Squeeze a block of cobalt and it pushes back; squeeze it further and it pushes back harder than in proportion. The table below follows hexagonal cobalt from strong compression to moderate expansion, with the results hidden at one volume, 9.873 Å³ per atom. The question is what energy, pressure and magnetic moment belong there, and how closely the other rows pin them down.

Hexagonal close-packed cobalt (P6_3/mmc, 2 atoms per cell) at a series of fixed volumes, cell shape and atoms relaxed at each. Ansatz 0.2.0, PBE, plane-wave PAW, scalar-relativistic, collinear spin, cutoff 420 eV, k mesh 18×18×10, Gaussian smearing 0.1 eV. Energies count from the minimum of a third-order Birch-Murnaghan fit.

```
volume per atom (Å³/atom)  energy over minimum (meV/atom)  pressure (GPa)  largest moment (μB)
                    9.547                           135.4           37.65                 1.59
                    9.873                               ?               ?                    ?
                   10.198                            29.8           15.61                 1.64
                   10.524                             6.9            7.16                 1.66
                   10.849                            -0.2           -0.02                 1.68
                   11.175                             6.3           -6.05                 1.70
                   11.500                            24.1          -10.98                 1.72
                   11.934                            61.2          -16.10                 1.77
```

The energy is counted per atom from the bottom of a fitted energy curve, so the slightly negative value at 10.849 Å³ is only a small misfit of that curve. Positive pressure means that the metal pushes outwards, negative pressure that it is under tension. The moment, in Bohr magnetons (μB), measures how far electrons of one spin outnumber those of the other on an atom. It is a local value; the net moment of the cell, counted per atom, is a little smaller, since part of the outer electron density is polarised the opposite way.

Start with the top row, the most compressed one. Its volume is 12 % below that of the row at 10.849 Å³, where the pressure almost vanishes. Holding it there takes nearly 38 GPa, yet the moment is only about 5 % smaller than at rest. The lattice has responded strongly and the magnetism weakly, and that contrast runs through the whole table.

Pass over the hidden row for now and go on to 10.198 Å³. From there to 11.500 Å³ the volumes are almost evenly spaced, so the pressure drops can be compared directly. They are 8.45, 7.18, 6.03 and 4.93 GPa. Each step outwards releases less pressure than the one before: the metal softens as it expands and, read the other way, stiffens as it is squeezed.

The usual measure of this stiffness is the bulk modulus B, the pressure rise per fractional loss of volume:

B = −V dP/dV

Here V is the volume per atom and P the pressure. Between 10.524 and 11.175 Å³, around the resting volume, the tabulated pressures give a mean B of about 220 GPa. Between the two neighbours of the hidden row they give about 334 GPa, half as much again. The hidden row therefore lies in a distinctly stiffer stretch than the minimum.

Standard theory of metals supplies the reason. Electrons confined to a smaller space must have shorter wavelengths, and for free electrons the kinetic energy rises as the inverse square of the length. In cobalt the outer s and p electrons are also pressed against the filled inner shells, which makes their energy climb more steeply still. The bonding through the d electrons grows on compression too, but the repulsion outruns it, so the balance tips more and more towards repulsion. On expansion the bonds weaken, and the force that pulls the atoms back grows less and less with each step.

The energies show the same lopsidedness. The rows at 10.198 and 11.500 Å³ lie 6 % below and 6 % above the resting volume, and the compressed one costs 29.8 meV against 24.1 meV for the expanded one. A spring of constant stiffness would make the two costs equal. It is the simplest picture of an elastic solid, and it is worth seeing how far it carries:

E = B (V − V₀)² / (2V₀)

In this formula E is the energy above the minimum and V₀ the volume at the minimum. With B = 217 GPa, the value at the minimum of the curve fitted below, the spring gives 105.5 meV for the top row, where the calculation has 135.4. For the bottom row it gives about 74 meV, where the calculation has 61.2. The spring is too soft on one side and too hard on the other, as the changing pressure steps would lead us to suspect. At the hidden volume it gives 59 meV, which should again be too little.

A better curve uses a variable that stretches the compressed side relative to the expanded side. Let

u = (V₀/V)^(2/3) − 1

which grows as the inverse square of the length and is a standard measure of finite strain. A least-squares fit of the seven known energies to a constant and terms in u, u² and u³ is the third-order Birch-Murnaghan form. A pure parabola in u would make the bulk modulus at the minimum rise by 4 GPa for each GPa of pressure; the fitted curve has it rise by about 4.9. In this variable the parabola alone carries most of the stiffening, and the cubic term adds the rest. The split is bookkeeping rather than physics: a parabola in another measure of strain would start from a figure other than 4.

The fit used only energies, so the pressure column can serve as a cross-check. Pressure is the downward slope of energy against volume, and the slope of the fitted curve follows the tabulated pressures to within 0.2 GPa in every known row but the last. There, at 11.934 Å³, the curve overstates the tension by about 2 %. Part of this may be an end effect, since a curve is held least firmly where there are points on one side only. But this is also where the moment climbs fastest, from 1.72 to 1.77 μB in the last step, and a moment that grows more readily is expected to soften the metal beyond what one cubic in u can follow; the table does not separate the two causes. The hidden row has neighbours on both sides and lies far from this stretch, which is the favourable case.

Those two neighbours are enough for an estimate by hand. Draw a straight line between their energies on a plot against volume. The hidden volume lies at its midpoint to within the printed digits, and the height there is the plain average:

(135.4 + 29.8)/2 = 82.6 meV

The true curve bends upwards, so it must sag below this line. How far it sags depends on how much the slope changes between the two ends, and the pressures supply exactly that.

For a parabola, the sag at the midpoint is one eighth of the interval times the change in slope. If the stiffness itself varies evenly across the interval, the result at the midpoint stays the same, because the extra bending cancels there. The interval is 10.198 − 9.547 = 0.651 Å³, and a pressure of 1 GPa corresponds to a slope of 6.24 meV per Å³. Hence:

sag = 0.651 × 6.24 × (37.65 − 15.61)/8 = 11.2 meV

The estimate is 82.6 − 11.2 = 71.4 meV. The fitted curve, which uses the energies of all seven known rows but none of their pressures, gives 71.2 meV.

The pressure can be found in the same spirit. Going from one neighbour to the other costs 135.4 − 29.8 = 105.6 meV, and dividing this by the interval gives the mean pressure on the way:

105.6/(0.651 × 6.24) = 26.0 GPa

The plain average of the two end pressures is higher, 26.6 GPa. The pressure must therefore bow downwards between the ends, as it does when a metal stiffens on compression. Simpson's rule, which gives the midpoint four times the weight of each end, turns this difference into a pressure of about 25.7 GPa at the hidden volume. The slope of the fitted curve gives the same.

The moment needs a separate argument, because a magnet can change its state under pressure. If the moment collapsed somewhere in this stretch, the energy would pass to a different curve and interpolation would fail. The known rows show no sign of that. The moment falls from 1.77 μB in the most expanded row to 1.59 μB in the most compressed one, in small steps that never reverse.

Band theory explains both the fall and its smallness. Compression brings the atoms closer, their d orbitals overlap more, and the d bands become wider. In a wider band it costs more kinetic energy to move electrons from one spin direction to the other, so the magnetism weakens. In cobalt, however, the d band of the majority spin is nearly full. The moment is then set mainly by the number of empty places in the minority band, and a modest change of band width hardly alters that number. This is the accepted picture of cobalt, and the orbital populations from the same calculation support its starting point, the nearly full majority band. In the most compressed row the 3d orbitals of each atom hold nearly all of the five majority-spin electrons they have room for, but only about three of minority spin.

A straight line through the seven known moments, fitted by least squares, describes them to within about 0.01 μB. Its slope means that a volume change of 1 % alters the moment by just under 0.5 %. A magnet with many empty states in both spin bands has a less firmly fixed moment and would generally react more strongly to pressure.

The forecasts for 9.873 Å³ are therefore an energy of about 71 meV per atom, give or take 1 meV, and a pressure of about 25.7 GPa, give or take 0.3 GPa. The moment should be about 1.61 μB, give or take 0.01 μB, with no magnetic collapse. The energy should lie well below the straight line between the neighbours and above the constant spring. The ranges are judgements based on the smoothness of the known rows. When each known row is left out in turn, the energy curve misses it by 1.45 meV in the root mean square, but that figure includes the end rows, where the curve has to extrapolate.

The withheld rows as computed:

```
volume per atom (Å³/atom)  energy over minimum (meV/atom)  pressure (GPa)  largest moment (μB)
                    9.873                            71.3           25.69                 1.61
```

All three values fall within their ranges. The energy is 71.3 meV, between the fitted curve and the hand estimate and about 0.1 meV from each. The pressure and the moment agree with their forecasts to the digits in which these were stated. The orbital populations add a detail to the band picture: on going from this row to the top one, the 3d majority spin loses 0.008 electron per atom while the minority spin gains 0.018. Part of the fall in moment thus comes from electrons entering the minority d band from outside the d shell, and not from spin flips alone. The constant spring falls 12 meV short, about one sixth of the energy, so at 9 % compression the stiffening is already a substantial part of the cost.

The hits have a plain cause. The hidden point lies on the same smooth branch as its neighbours, and each neighbour fixes both a height and a slope. Four such facts leave a smooth curve little freedom halfway between them. The close agreement shows that the calculation is consistent with itself; how well the PBE functional describes real cobalt under pressure is a separate matter, which only measurements could settle.

One question stays open: how much the changing moment softens the metal. Parallel spins generally favour a larger volume, since expansion narrows the bands and makes the moment cheaper to sustain. A shrinking moment should then make compression a little easier than it would be at fixed moment. A second scan with the moment held at its resting value would show the size of this effect.

For practical work the table supports a simple rule. To find the energy midway between two calculated volumes, average the two energies and subtract one eighth of the interval times the difference in pressure, with the units converted as above. Applied to each row here that lies midway between its direct neighbours, from 9.873 to 11.175 Å³, the rule comes within about 0.1 meV of the calculated energy. Check first that the moments on both sides belong to one smooth series, because the rule cannot see a change of magnetic state between them.
